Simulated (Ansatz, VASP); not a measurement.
## HfO2 in VASP and in Ansatz

```xyz
3
Lattice="0.0000 2.5488 2.5488 2.5488 0.0000 2.5488 2.5488 2.5488 0.0000" Properties=species:S:1:pos:R:3 pbc="T T T"
Hf    0.0000    0.0000    0.0000
O     1.1683    1.1683    1.5744
O     3.8232    3.8232    3.8232
```

Alike in both runs: task single point; functional PBE; k mesh 8 × 8 × 8; occupations gaussian, width 0.05 eV; no spin polarisation.

```csv
,VASP,Ansatz
version,VASP 6.6.1,Ansatz 0.2.0
potentials or method,"VASP PAW PBE potentials, release 64 (Hf_pv, O)","scalar-relativistic, plane waves, PAW"
plane-wave cutoff (eV),520,420
valence electrons in the cell,22,38
```

```csv
,VASP,Ansatz,Ansatz less VASP
gap on the k mesh at the Fermi level (eV),3.64,3.64,0.000
least direct gap on the mesh (eV),3.64,3.64,0.000
pressure (GPa),3.9,7.4,+3.49
largest component of the traceless stress (GPa),9.44,10.21,+0.769
rms of the force components (eV/Å),1.416,1.432,+0.0162
```

Atom by atom the forces differ by 0.019 eV/Å (rms over components). With one functional, cell and mesh, what is left measures potentials, basis and numerics. The two sets of potentials don't hold the same shells in valence.

Caveats: spin-orbit coupling is left out, which moves the levels of the heavy elements; forces of over 1 eV/Å show positions far from the minimum, so gaps and moduli don't describe the material at rest. A k mesh can miss the band edges.
